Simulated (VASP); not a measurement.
Here is a VASP 6.6.1 calculation.

File POSCAR:

```
SiC
1.0
    2.6201228479      0.0000000000      0.0000000000
    0.0000000000      2.6201228479      0.0000000000
    0.0000000000      0.0000000000      2.6201228479
Si C
1 1
Direct
    0.0000000000      0.0000000000      0.0000000000
    0.5000000000      0.5000000000      0.5000000000
```

The input INCAR.step1:

```
PREC = Accurate ; ENCUT = 520
ISMEAR = -1 ; SIGMA = 0.02
LREAL = F ; LASPH = T
NELM = 100 ; NBANDS = 11
GGA = PE ; ALGO = Normal
EDIFF = 1E-4 ; LWAVE = T
LCHARG = F
```

INCAR.step2

```
PREC = Accurate ; ENCUT = 520
EDIFF = 1E-6 ; ISMEAR = -1
SIGMA = 0.02 ; LREAL = F
LASPH = T ; NELM = 100
ALGO = Normal ; ISIF = 2
LWAVE = F ; LCHARG = F
METAGGA = R2SCAN ; LMIXTAU = T
NBANDS = 11 ; ISTART = 1
```

Contents of KPOINTS:

```
Automatic mesh
0
Gamma
  8 8 8
```

Potentials or basis: VASP PAW PBE potentials, release 64 (Si, C).

The run is started by

```console
$ cat potpaw_PBE.64/Si/POTCAR potpaw_PBE.64/C/POTCAR > POTCAR
$ cp INCAR.step1 INCAR
$ mpirun -np 1 vasp_std > vasp.out
$ cp INCAR.step2 INCAR
$ mpirun -np 1 vasp_std > vasp.out
```

Predict the pressure.

0.3 GPa.

Estimate the band gap on the k mesh.

none (metal or under the smearing width).

Caveat: the PAW data sets were made with another functional, which shifts forces and pressure a little.
